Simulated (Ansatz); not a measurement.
Crystal: Zr.

```
CELL_PARAMETERS angstrom
3.23200 0.00000 0.00000
-1.61600 2.79899 0.00000
0.00000 0.00000 5.14700
ATOMIC_POSITIONS crystal
Zr 0.66667 0.33333 0.75000
Zr 0.33333 0.66667 0.25000
```

A run of Ansatz 0.2.0 on this cell left the log below. Logs are shortened: lines on timing, memory, paths and dates and some standing lists are left out, and cuts for length are marked.

```text
Warning: RAYON_NUM_THREADS=2 ignored (pool sized by the plan → 2); use --threads N
Engine: ansatz 0.2.0, x86_64-unknown-linux-gnu
Pseudopotentials: kind: paw
Pseudopotential: Zr, paw, valence charge 12, recommended cutoff 420 eV (normal), Zr.paw.azcp
Functional definition: RPBE
  parameter kappa = 0.804
  parameter beta = 0.06672455060314922
  exchange = rpbe_x(kappa = kappa, mu = beta*pi^2/3)
  correlation = pbe_c(beta = beta)
Crystal: 2 atoms, lattice volume = 46.562 Å³
Basis set: ecut = 420 eV, 929 PW (Γ), exchange–correlation on 48×48×72 points (8 copies of the dense FFT grid, shifted against one another)
Bands: 16, of which v1, the nominal top of the filled ones, is band 12 counted from 1 (11 counted from 0)
Symmetry: 24 space group operations
Space group: P63/mmc (ITA 194), of the structure as read, at distance tolerance 3.6e-5 Å
k-points: 36 of 405
Non-local potential: Zr, projectors of the file, l = 0: 3, l = 1: 2, l = 2: 2, l = 3: 2
PAW form: soft (Blöchl's): semilocal exchange-correlation on the pseudo side does not see the compensation charge
PAW frozen core: Zr, regenerated for the run's functional, and the local potential with it (the file was generated under x = pbe(κ = 0.804, μ = 0.2195149727645171), c = pbe(β = 0.06672455060314922))
PAW one-centre angular grid: Zr, 590 points (default); XC on 64 Gauss nodes
Initial density: superposition of atomic densities (neutral atoms: chi_scale 0, normalization atom), corrected by the library's trained network
Initial wavefunctions: pseudopotential atomic-orbital guess
Functional: x = rpbe, c = pbe(β = 0.06672455060314922)
SCF iter   1: F=—  HF=-8381.333180 eV  |F-HF|=—  |Δ(HF+E_count)|=         —  Δρ=3.55e-3  dr2=2.50e-3  ethr=1.77e-3  ⟨swp⟩=4.8  Hψ=2438  notcnv=0
preconditioner: auto → Kerker (q_TF=auto, 2.443 Å⁻¹)  [metal: Δε(μ)=0.051 eV  Ē_g=3.149 eV  σ=0.100 eV  W_gap=0.27  n_scr=10 (ndim 8)  ℏωp=15.4 eV  f_vac=0.000  D(μ)=2.07/eV (n_scr^D=22)]
SCF iter   2: F=—  HF=-8381.333072 eV  |F-HF|=—  |Δ(HF+E_count)|=   1.09e-4  Δρ=2.17e-3  dr2=1.03e-3  ethr=1.04e-5  ⟨swp⟩=2.9  Hψ=1244  notcnv=0
SCF iter   3: F=—  HF=-8381.333702 eV  |F-HF|=—  |Δ(HF+E_count)|=   6.31e-4  Δρ=3.21e-4  dr2=3.97e-5  ethr=4.28e-6  ⟨swp⟩=2.2  Hψ=783  notcnv=0
SCF iter   4: F=—  HF=-8381.333687 eV  |F-HF|=—  |Δ(HF+E_count)|=   1.54e-5  Δρ=9.37e-5  dr2=3.48e-6  ethr=1.65e-7  ⟨swp⟩=2.9  Hψ=970  notcnv=0
iter 5 did not close the SCF: its close was put off for the readings that it lacked (scf_convergence_deferred on its scf_iter line)
SCF iter   5: F=-8381.333687 eV  HF=-8381.333687 eV  |F-HF|=1.74e-8  |Δ(HF+E_count)|=   3.45e-7  Δρ=1.59e-5  dr2=6.69e-8  ethr=1.45e-8  ⟨swp⟩=3.0  Hψ=1041  notcnv=0
SCF iter   6: F=-8381.333687 eV  HF=-8381.333687 eV  |F-HF|=9.91e-10  |Δ(HF+E_count)|=   2.96e-8  Δρ=3.25e-6  dr2=3.76e-9  ethr=2.79e-10  ⟨swp⟩=2.2  Hψ=1822  notcnv=0
SCF 1 converged in 6 iterations: F = -8381.333687 eV  dr2 = 3.76e-9
  greatest PAW one-centre occupation: 0.996 electrons in one spin orbital (limit 2), on the Zr atom at site 1 (counted from 0), in its partial waves of l = 0
SCF converged after 6 iterations
Free energy (F): -8381.333687 eV
Harris-Foulkes:  -8381.333687 eV  (|F-HF|=9.91e-10)
Internal energy: -8381.323468 eV  (E = F + TS)
E sigma→0 (E₀):  -8381.328578 eV
Entropy (-TS):   -0.010219 eV (-5.110 meV/atom)
Fermi energy:    14.115606 eV
--- Per-component energies (eV) ---
  E_band       = -192.129757
  E_kinetic    = 665.268267
  E_local      = -1251.865827  (includes V_loc(G=0)·N_el)
  E_nonlocal   = 159.288876
  E_hartree    = 388.048004
  E_xc         = -323.540597
  E_vxc        = -381.347933  (∫ρ·V_xc dr)
  E_paw        = -5921.221086  (= ΣΔE_a)
  E_vpaw       = -159.567631  (= ΣTr[D̂ρ^β])
  E_aug_tail   = 0.000049  (compensation charges beyond the density's cutoff)
  E_ewald      = -2097.145899
  E_core_change = -0.155255  (= ΣΔE_core)
  E_smearing   = -0.010219  (= −TS)
  E_closure    = 0.000000  (closes the sum)
  Σ components = -8381.333687   (vs F -8381.333687, Δ=0.00e0)
--- Forces (eV/Å), atoms counted from 1 ---
  atom   1  Zr     0.00000000     0.00000000     0.00000000
  atom   2  Zr     0.00000000     0.00000000     0.00000000
  max |Σ_I F_I| component: 2.78e-17 eV/Å
--- Stress (GPa, compression-positive) ---
        2.415205      -0.000000       0.000000
        0.000000       2.415205       0.000000
        0.000000       0.000000       3.348954
  P = ⅓ Tr σ = 2.7265 GPa (27.265 kbar)
--- Band table (eV; the first three rows and the last of 36) ---
  k-point 0: bands = ["-34.7629", "-34.6086", "-13.2913", "-12.4254", "-12.4254", "-12.2889", "-12.2846", "-12.2846", "8.4533", "11.0708", "14.9624", "14.9624", "15.1106", "15.2446", "15.6553", "15.6553"]
  k-point 1: bands = ["-34.7484", "-34.6236", "-13.2013", "-12.4121", "-12.4121", "-12.3910", "-12.2982", "-12.2982", "8.7821", "11.0307", "14.7058", "14.8262", "14.8262", "14.8594", "15.4239", "15.4239"]
  k-point 2: bands = ["-34.7102", "-34.6625", "-12.9604", "-12.6514", "-12.3771", "-12.3771", "-12.3336", "-12.3336", "9.6463", "10.6062", "14.1096", "14.3294", "14.7830", "14.7830", "15.0188", "15.0188"]
  k-point 35: bands = ["-34.5915", "-34.5915", "-13.0464", "-13.0464", "-12.8757", "-12.7768", "-12.4611", "-12.4611", "12.6248", "12.6730", "12.6730", "12.9292", "14.0724", "14.0724", "15.9183", "16.5523"]
```

What input gives this log?

Single point with RPBE, no spin polarisation. The files as run (others can give the same):

input.yaml
```yaml
crystal:
  lattice:
    - [3.232, 0.0, 0.0]
    - [-1.616, 2.798994105, 0.0]
    - [0.0, 0.0, 5.147]
  atoms:
    - { symbol: Zr, position: [0.6666666667, 0.3333333333, 0.75] }
    - { symbol: Zr, position: [0.3333333333, 0.6666666667, 0.25] }
hamiltonian:
  xc: rpbe
  pseudopotentials: { kind: paw }
kpoints:
  mp_grid: { grid: [9, 9, 5] }
scf:
  occupations: { method: gaussian, width: 0.1 }
output:
  forces: true
  stress: true
  eigenvalues: true
```

Potentials or basis: Ansatz PAW.
The run is started by
```bash
$ ansatz run input.yaml --threads 2 --pin off --max-ram 5632MiB --backend cpu --events-out ev --progress --plain --runs-dir out
```

Caveat: the PAW data sets come from PBE, with cores solved anew for the run's functional, which leaves a small shift of forces and pressure.
